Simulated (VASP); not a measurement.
A calculation with VASP 6.6.1 of ZrC (native input, structure from a POSCAR):

INCAR

```
SYSTEM = ZrC
PREC     = Accurate       ! precision mode
ENCUT    = 520            ! plane-wave cutoff, eV
EDIFF    = 1E-6           ! SCF threshold, eV
ISMEAR   = 0              ! smearing method
SIGMA    = 0.1            ! smearing width, eV
LREAL    = .FALSE.        ! projectors in reciprocal space
LASPH    = .TRUE.         ! aspherical terms in the spheres
NELM     = 60             ! most SCF steps
ALGO     = Normal         ! electronic algorithm
ISIF     = 2              ! what is computed and relaxed
LWAVE    = .FALSE.        ! write WAVECAR
LCHARG   = .TRUE.         ! write CHGCAR
GGA      = PS             ! functional
LELF     = .TRUE.         ! ELF
LVHAR    = .TRUE.       
NBANDS   = 15             ! bands
```

KPOINTS

```
Automatic mesh
0
G
  10 10 10
  0 0 0
```

Contents of POSCAR:

```
ZrC
1.0
    0.0000000000      2.3650000000      2.3650000000
    2.3650000000      0.0000000000      2.3650000000
    2.3650000000      2.3650000000      0.0000000000
Zr C
1 1
Direct
    0.5000000000      0.5000000000      0.5000000000
    0.0000000000      0.0000000000      0.0000000000
```

Potentials or basis: VASP PAW PBE potentials, release 54 (Zr_sv, C).

Run with:

```console
$ cat potpaw_PBE.54/Zr_sv/POTCAR potpaw_PBE.54/C/POTCAR > POTCAR
$ mpirun -np 1 vasp_std > vasp.out
```

Write the same calculation in another form: ASE script, structure typed inline.

As run:

File run.py:

```python
from ase import Atoms
from ase.calculators.vasp import Vasp
from ase.dft.bandgap import bandgap

atoms = Atoms(
    ['Zr', 'C'],
    cell=[[0.0, 2.365, 2.365], [2.365, 0.0, 2.365], [2.365, 2.365, 0.0]],
    scaled_positions=[[0.5, 0.5, 0.5], [0.0, 0.0, 0.0]],
    pbc=True,
)
calc = Vasp(
    directory='calc',
    xc='pbesol',
    pp='PBE',
    setups='recommended',
    pp_version='54',
    prec='Accurate',
    encut=520,
    ediff=1e-06,
    ismear=0,
    sigma=0.1,
    lreal=False,
    lasph=True,
    nelm=100,
    algo='Fast',
    isif=2,
    lwave=False,
    lcharg=False,
    kpts=[10, 10, 10],
    gamma=True,
)
atoms.calc = calc

print('energy (eV):', atoms.get_potential_energy())
print('free energy (eV):', atoms.get_potential_energy(force_consistent=True))
print('forces (eV/A):')
print(atoms.get_forces())
print('stress (eV/A^3, Voigt):', atoms.get_stress())
print('Fermi level (eV):', calc.get_fermi_level())
gap, top, bottom = bandgap(calc)
print('band gap (eV):', gap, 'from (spin, k, band)', top, 'to', bottom)
```

Potentials or basis: VASP PAW PBE potentials, release 54 (Zr_sv, C).

The run is started by

```console
$ python run.py
```

Both were run:

|  | native input, structure from a POSCAR | ASE script, structure typed inline |
| --- | --- | --- |
| Pressure | -8.2 GPa | -8.2 GPa |
| Band gap on the k mesh | none (metal or under the smearing width) | none (metal or under the smearing width) |

Keys that steer only the numerical path or the files written may differ.

Caveat: the PAW data sets were made with another functional, which shifts forces and pressure a little.
